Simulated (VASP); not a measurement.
# PbS (Galena) (Fm-3m) in VASP: a series of runs

The runs below take PbS (Galena) through relaxation of the atoms, relaxation of cell and atoms, with PBE, r2SCAN.

Program: VASP 6.6.1. These are calculated values, not measurements. Logs are shortened: lines on timing, memory, paths and dates and some standing lists are left out, and cuts for length are marked.

**1. The crystal as given**

Symmetry: Fm-3m, No. 225, cubic system. The conventional cell has a = 5.931 Å, b = 5.931 Å, c = 5.931 Å, α = 90.00°, β = 90.00°, γ = 90.00°. Pb (site symmetry m-3m) has 6 S at 2.97 Å as nearest neighbours. S (site symmetry m-3m) has 6 Pb at 2.97 Å as nearest neighbours.

**2. Relaxation of the atoms, PBE (a relaxed cell with its volume scaled by 1.06)**

The input, INCAR:

```
ALGO = Fast
EDIFF = 1E-7
EDIFFG = -0.01
ENCUT = 600
GGA = PE
IBRION = 2
ISIF = 2
ISMEAR = 0
LASPH = T
LCHARG = F
LREAL = F
LWAVE = F
NELM = 80
NSW = 40
PREC = Accurate
SIGMA = 0.03
```

The input, KPOINTS:

```
k-points
0
Gamma
  8 8 8
```

The input, POSCAR:

```
PbS                                     
1.0
    0.0000000000      3.0626380759      3.0626380759
    3.0626380759      0.0000000000      3.0626380759
    3.0626380759      3.0626380759      0.0000000000
  Pb              S             
     1     1
Direct
     0.0000000000000000    0.0000000000000000    0.0000000000000000
     0.5000000000000000    0.5000000000000000    0.5000000000000000
```

Potentials or basis: VASP PAW PBE potentials, release 64 (Pb_d, S).

On the command line:

```bash
$ cat potpaw_PBE.64/Pb_d/POTCAR potpaw_PBE.64/S/POTCAR > POTCAR
$ mpirun -np 1 vasp_std > vasp.out
```

OUTCAR:

```text
EDIFF = 1E-7
   EDIFFG = -0.01
   ENCUT = 600
   GGA = PE
   IBRION = 2
   ISIF = 2
   ISMEAR = 0
   LASPH = T
   LREAL = F
   NELM = 80
   NSW = 40
   PREC = Accurate

 ion  position               nearest neighbor table
   1  0.000  0.000  0.000-   2 3.06   2 3.06   2 3.06   2 3.06   2 3.06   2 3.06
   2  0.500  0.500  0.500-   1 3.06   1 3.06   1 3.06   1 3.06   1 3.06   1 3.06

  LATTYP: Found a face centered cubic cell.
 ALAT       =     6.1252761518

  Lattice vectors:

 A1 = (   0.0000000000,   3.0626380759,   3.0626380759)
 A2 = (   3.0626380759,   0.0000000000,   3.0626380759)
 A3 = (   3.0626380759,   3.0626380759,   0.0000000000)

Analysis of symmetry for initial positions (statically):
=====================================================================
 Subroutine PRICEL returns:
 Original cell was already a primitive cell.

 Routine SETGRP: Setting up the symmetry group for a
 face centered cubic supercell.

 Subroutine GETGRP returns: Found 48 space group operations
 (whereof 48 operations were pure point group operations)
 out of a pool of 48 trial point group operations.

The static configuration has the point symmetry O_h .

Analysis of symmetry for dynamics (positions and initial velocities):
=====================================================================
 Subroutine PRICEL returns:
 Original cell was already a primitive cell.

 Routine SETGRP: Setting up the symmetry group for a
 face centered cubic supercell.

 Subroutine GETGRP returns: Found 48 space group operations
 (whereof 48 operations were pure point group operations)
 out of a pool of 48 trial point group operations.

The dynamic configuration has the point symmetry O_h .

 Subroutine INISYM returns: Found 48 space group operations
 (whereof 48 operations are pure point group operations),
 and found     1 'primitive' translations

----------------------------------------------------------------------------------------

                                     Primitive cell

  volume of cell :      57.4536

  direct lattice vectors                    reciprocal lattice vectors
     0.000000000  3.062638076  3.062638076    -0.163257945  0.163257945  0.163257945
     3.062638076  0.000000000  3.062638076     0.163257945 -0.163257945  0.163257945
     3.062638076  3.062638076  0.000000000     0.163257945  0.163257945 -0.163257945

  length of vectors
     4.331224304  4.331224304  4.331224304     0.282771056  0.282771056  0.282771056

  position of ions in fractional coordinates (direct lattice)
     0.000000000  0.000000000  0.000000000
     0.500000000  0.500000000  0.500000000

  ion indices of the primitive-cell ions
   primitive index   ion index
                 1           1
                 2           2

[... 84 lines left out ...]
   EMIN   =  10.00;   EMAX   =-10.00  energy-range for DOS
   EFERMI =   0.00;   METHOD = LEGACY
   ISMEAR =     0;   SIGMA  =   0.03  broadening in eV -4-tet -1-fermi 0-gaus
   EFERMI_NEDOS =   21; number of points for ismear=-14 and -15
   IALGO  =     68    algorithm
   IMIX   =      4    mixing-type and parameters
     AMIX     =   0.40;   BMIX     =  1.00
     AMIX_MAG =   1.60;   BMIX_MAG =  1.00
  volume/ion in A,a.u.               =      28.73       193.86
  Fermi-wavevector in a.u.,A,eV,Ry     =   1.151629  2.176263 18.044709  1.326249
  Thomas-Fermi vector in A             =   2.288285
   LORBIT       =      0    0 simple, 1 ext, 2 COOP (PROOUT), +10 PAW based schemes
   GGA     = PE    functional components
   LHFCALC =     F    Hartree Fock is set to
   AEXX    =    0.0000 exact exchange contribution
   IVDW    =     0    specifies the selected vdW correction
   LEPSILON=     F    determine dielectric tensor
   LRPA    =     F    only Hartree local field effects (RPA)
 conjugate gradient relaxation of ions
 non-spin polarized calculation
 RMM-DIIS sequential band-by-band and
 Gauss-broadening in eV      SIGMA  =   0.03
  energy-cutoff  :      600.00
  volume of cell :       57.45
 maximum number of plane-waves:      1936
   NGX = 17   NGY = 17   NGZ = 17

 number of electron      20.0000002 magnetization

 Free energy of the ion-electron system (eV)
  ---------------------------------------------------
  ext. energy  EPLUGINS =         0.00000000
  ---------------------------------------------------
  free energy    TOTEN  =        -8.74162668 eV

  energy without entropy =       -8.74162668  energy(sigma->0) =       -8.74162668

 E-fermi :   4.6841     XC(G=0):  -9.2366

 val. band max:        4.5331668993   @ k =   0.5000   0.0000   0.0000
 cond. band min:       5.2029578372   @ k =   0.5000   0.0000   0.0000
 fundamental gap:      0.6697909380
 Fermi energy:         4.6841262818

 k-point     1 :       0.0000    0.0000    0.0000
  band No.  band energies     occupation
      1     -12.0857      2.00000
      2     -12.0857      2.00000
      3     -12.0857      2.00000
      4     -12.0673      2.00000
      5     -12.0673      2.00000
      6      -8.1652      2.00000
      7      -1.5911      2.00000
      8       2.8984      2.00000
      9       2.8984      2.00000
     10       2.8984      2.00000
     11       9.5384      0.00000
     12       9.5384      0.00000
     13       9.5385      0.00000
     14      11.5735      0.00000
[... 377 lines left out ...]
      1     -12.1091      2.00000
      2     -12.0813      2.00000
      3     -12.0715      2.00000
      4     -12.0645      2.00000
      5     -12.0503      2.00000
      6      -6.9884      2.00000
      7      -3.4241      2.00000
      8       1.7589      2.00000
      9       2.1063      2.00000
     10       3.7986      2.00000
     11       6.3094      0.00000
     12       7.9993      0.00000
     13       8.5244      0.00000
     14      12.6534      0.00000

 [... further k-points ...]
[... 5 lines left out ...]
  --------------------------------------------------------------------------------------
  -------------------------------------------------------------------------------------
  Total       -0.9636603     -0.9636603     -0.9636603     -0.0000000      0.0000000     -0.0000000
  in kB      -26.8730837    -26.8730837    -26.8730837     -0.0000000      0.0000000     -0.0000000
  external PRESSURE =     -26.8730837 kB  Pullay stress =       0.0000000 kB

 VOLUME and BASIS-vectors are now :
 -----------------------------------------------------------------------------
  energy-cutoff  :      600.00
  volume of cell :       57.45
      direct lattice vectors                 reciprocal lattice vectors
     0.000000000  3.062638076  3.062638076    -0.163257945  0.163257945  0.163257945
     3.062638076  0.000000000  3.062638076     0.163257945 -0.163257945  0.163257945
     3.062638076  3.062638076  0.000000000     0.163257945  0.163257945 -0.163257945

 POSITION                                       TOTAL-FORCE (eV/Angst)
 -----------------------------------------------------------------------------------
      0.00000      0.00000      0.00000        -0.000000      0.000000     -0.000000
      3.06264      3.06264      3.06264         0.000000     -0.000000      0.000000
 -----------------------------------------------------------------------------------
    total drift:                                0.000000      0.000000      0.000000

  FREE ENERGIE OF THE ION-ELECTRON SYSTEM (eV)
  ---------------------------------------------------
  free  energy   TOTEN  =        -8.7416266806 eV

  energy  without entropy=       -8.7416266806  energy(sigma->0) =       -8.74162668

 reached required accuracy - stopping structural energy minimisation
```

It took 21 s on 1 thread of Intel Xeon 6975P-C (Granite Rapids), shared host; peak memory 0.21 GiB.

What came out:

```yaml
Free_energy: -8.7416 eV
Pressure_after_relaxing: -2.7 GPa
Band_gap_on_the_k_mesh: 0.67 eV, direct
```

Final structure:
```yaml
crystal:
  lattice:
    - [0.00000, 3.06264, 3.06264]
    - [3.06264, 0.00000, 3.06264]
    - [3.06264, 3.06264, 0.00000]
  atoms:
    - { symbol: Pb, position: [0.00000, 0.00000, 0.00000] }
    - { symbol: S, position: [0.50000, 0.50000, 0.50000] }
```

Levels at points of the mesh, in eV from the valence-band top:
```tsv
k point	band 6	band 7	band 8	band 9	band 10	band 11	band 12	band 13	band 14
(0.00, 0.00, 0.00)	-12.70	-6.12	-1.63	-1.63	-1.63	5.01	5.01	5.01	7.04
(0.50, 0.00, 0.00)	-11.68	-8.26	-1.31	-1.31	0.00	0.67	2.23	2.23	8.62
(0.50, 0.50, 0.00)	-11.39	-7.00	-4.32	-2.76	-2.76	4.35	5.33	5.40	5.40
```

Caveat: the relaxation stopped at its first step, so nothing moved; spin-orbit coupling is left out, which as a rule narrows the gap of such compounds by several tenths of an eV. A k mesh can miss the band edges.

**3. Relaxation of cell and atoms, r2SCAN**

The input, INCAR:

```
PREC     = Accurate       # precision mode
ENCUT    = 600            # plane-wave cutoff, eV
EDIFF    = 1E-6           # SCF threshold, eV
ISMEAR   = 0              # smearing method
SIGMA    = 0.03           # smearing width, eV
LREAL    = F              # projectors in reciprocal space
LASPH    = T              # aspherical terms in the spheres
NELM     = 80             # most SCF steps
ALGO     = Normal         # electronic algorithm
ISIF     = 3              # what is computed and relaxed
LWAVE    = F              # write WAVECAR
LCHARG   = F              # write CHGCAR
METAGGA  = R2SCAN         # meta-GGA
LMIXTAU  = T            
IBRION   = 2              # ionic algorithm
NSW      = 90             # ionic steps
EDIFFG   = -0.01          # ionic threshold
```

The input, KPOINTS:

```
regular mesh
0
Gamma
  8 8 8
```

The input, POSCAR:

```
PbS
1.0
    0.0000000000      2.9657500000      2.9657500000
    2.9657500000      0.0000000000      2.9657500000
    2.9657500000      2.9657500000      0.0000000000
Pb S
1 1
Direct
    0.0000000000      0.0000000000      0.0000000000
    0.5000000000      0.5000000000      0.5000000000
```

Potentials or basis: VASP PAW PBE potentials, release 64 (Pb_d, S).

On the command line:

```bash
$ cat potpaw_PBE.64/Pb_d/POTCAR potpaw_PBE.64/S/POTCAR > POTCAR
$ mpirun -np 1 vasp_std > vasp.out
```

OUTCAR:

```text
PREC = Accurate
   ENCUT = 600
   EDIFF = 1E-6
   ISMEAR = 0
   LREAL = F
   LASPH = T
   NELM = 80
   ISIF = 3
   METAGGA = R2SCAN
   IBRION = 2
   NSW = 90
   EDIFFG = -0.01

 ion  position               nearest neighbor table
   1  0.000  0.000  0.000-   2 2.97   2 2.97   2 2.97   2 2.97   2 2.97   2 2.97
   2  0.500  0.500  0.500-   1 2.97   1 2.97   1 2.97   1 2.97   1 2.97   1 2.97

  LATTYP: Found a face centered cubic cell.
 ALAT       =     5.9315000000

  Lattice vectors:

 A1 = (   0.0000000000,   2.9657500000,   2.9657500000)
 A2 = (   2.9657500000,   0.0000000000,   2.9657500000)
 A3 = (   2.9657500000,   2.9657500000,   0.0000000000)

Analysis of symmetry for initial positions (statically):
=====================================================================
 Subroutine PRICEL returns:
 Original cell was already a primitive cell.

 Routine SETGRP: Setting up the symmetry group for a
 face centered cubic supercell.

 Subroutine GETGRP returns: Found 48 space group operations
 (whereof 48 operations were pure point group operations)
 out of a pool of 48 trial point group operations.

The static configuration has the point symmetry O_h .

Analysis of symmetry for dynamics (positions and initial velocities):
=====================================================================
 Subroutine PRICEL returns:
 Original cell was already a primitive cell.

 Routine SETGRP: Setting up the symmetry group for a
 face centered cubic supercell.

 Subroutine GETGRP returns: Found 48 space group operations
 (whereof 48 operations were pure point group operations)
 out of a pool of 48 trial point group operations.

The dynamic configuration has the point symmetry O_h .

 Subroutine INISYM returns: Found 48 space group operations
 (whereof 48 operations are pure point group operations),
 and found     1 'primitive' translations

[... 133 lines left out ...]

--------------------------------------- Ionic step        1  -------------------------------------------

 number of electron      20.0000002 magnetization

 Free energy of the ion-electron system (eV)
  ---------------------------------------------------
  ext. energy  EPLUGINS =         0.00000000
  ---------------------------------------------------
  free energy    TOTEN  =       -65.60771050 eV

  energy without entropy =      -65.60771050  energy(sigma->0) =      -65.60771050

------------------------ aborting loop because EDIFF is reached ----------------------------------------

  FORCE on cell =-STRESS in cart. coord.  units (eV):
  Direction    XX          YY          ZZ          XY          YZ          ZX
  --------------------------------------------------------------------------------------
  -------------------------------------------------------------------------------------
  Total        0.4265781      0.4265781      0.4265781     -0.0000000      0.0000000      0.0000000
  in kB       13.1001270     13.1001270     13.1001270     -0.0000000      0.0000000      0.0000000
  external PRESSURE =      13.1001270 kB  Pullay stress =       0.0000000 kB
[... 59 lines left out ...]
--------------------------------------- Ionic step        3  -------------------------------------------

 number of electron      20.0000000 magnetization

 Free energy of the ion-electron system (eV)
  ---------------------------------------------------
  ext. energy  EPLUGINS =         0.00000000
  ---------------------------------------------------
  free energy    TOTEN  =       -65.61246851 eV

  energy without entropy =      -65.61246851  energy(sigma->0) =      -65.61246851

 E-fermi :   5.5179     XC(G=0): -10.1433

 val. band max:        5.3889531801   @ k =   0.5000   0.0000   0.0000
 cond. band min:       6.0932510323   @ k =   0.5000   0.0000   0.0000
 fundamental gap:      0.7042978522
 Fermi energy:         5.5179085421

 k-point     1 :       0.0000    0.0000    0.0000
  band No.  band energies     occupation
      1     -12.0072      2.00000
      2     -12.0072      2.00000
      3     -12.0072      2.00000
      4     -11.9906      2.00000
      5     -11.9906      2.00000
      6      -8.6002      2.00000
      7      -0.7377      2.00000
      8       3.1929      2.00000
      9       3.1929      2.00000
     10       3.1929      2.00000
     11      10.9000      0.00000
     12      10.9000      0.00000
     13      10.9000      0.00000
     14      12.6029      0.00000
[... 377 lines left out ...]
      1     -12.0599      2.00000
      2     -12.0083      2.00000
      3     -11.9922      2.00000
      4     -11.9805      2.00000
      5     -11.9612      2.00000
      6      -7.1817      2.00000
      7      -3.1989      2.00000
      8       1.9687      2.00000
      9       2.3881      2.00000
     10       4.3905      2.00000
     11       7.2627      0.00000
     12       9.0887      0.00000
     13       9.7182      0.00000
     14      13.8390      0.00000

 [... further k-points ...]
[... 5 lines left out ...]
  --------------------------------------------------------------------------------------
  -------------------------------------------------------------------------------------
  Total       -0.0002137     -0.0002137     -0.0002137      0.0000000      0.0000000      0.0000000
  in kB       -0.0064182     -0.0064182     -0.0064182      0.0000000      0.0000000      0.0000000
  external PRESSURE =      -0.0064182 kB  Pullay stress =       0.0000000 kB
[... 17 lines left out ...]
  FREE ENERGIE OF THE ION-ELECTRON SYSTEM (eV)
  ---------------------------------------------------
  free  energy   TOTEN  =       -65.6124685103 eV

  energy  without entropy=      -65.6124685103  energy(sigma->0) =      -65.61246851

 reached required accuracy - stopping structural energy minimisation
```

CONTCAR:

```text
PbS
   1.00000000000000
     0.0000000000000000    2.9877090860804336    2.9877090860804336
     2.9877090860804336   -0.0000000000000000    2.9877090860804336
     2.9877090860804336    2.9877090860804336   -0.0000000000000000
  Pb              S
     1     1
Direct
     0.0000000000000000    0.0000000000000000    0.0000000000000000
     0.5000000000000000    0.5000000000000000    0.5000000000000000

  0.00000000E+00  0.00000000E+00  0.00000000E+00
  0.00000000E+00  0.00000000E+00  0.00000000E+00
```

Wall time 2.1 min (1 thread of Intel Xeon 6975P-C (Granite Rapids), shared host); peak memory 0.23 GiB.

What came out:

```
Free energy                            : -65.6125 eV
Relaxed volume                         : 26.67 Å³/atom
Relaxed cell                           : a = 4.225 Å, b = 4.225 Å, c = 4.225 Å, α = 60.00°, β = 60.00°, γ = 60.00°
Space group after relaxing (to 0.05 Å) : Fm-3m (No. 225)
Energy gained by relaxing              : 2.4 meV/atom
Ionic steps                            : 3
Pressure after relaxing                : 0.0 GPa
Band gap on the k mesh                 : 0.70 eV, direct
```

The path:
```csv
step,energy change (eV),largest force (eV/Å),pressure (GPa),volume (Å³)
1,0.0000,0.0000,1.31,52.17
2,-0.0040,0.0000,-0.50,53.80
3,-0.0048,0.0000,0.00,53.34
```

Final structure:
```
CELL_PARAMETERS angstrom
0.00000 2.98771 2.98771
2.98771 0.00000 2.98771
2.98771 2.98771 0.00000
ATOMIC_POSITIONS crystal
Pb 0.00000 0.00000 0.00000
S 0.50000 0.50000 0.50000
```

Caveat: the PAW data sets were made with another functional, which shifts forces and pressure a little; spin-orbit coupling is left out, which as a rule narrows the gap of such compounds by several tenths of an eV. A k mesh can miss the band edges.

[end of part 1 of 2]
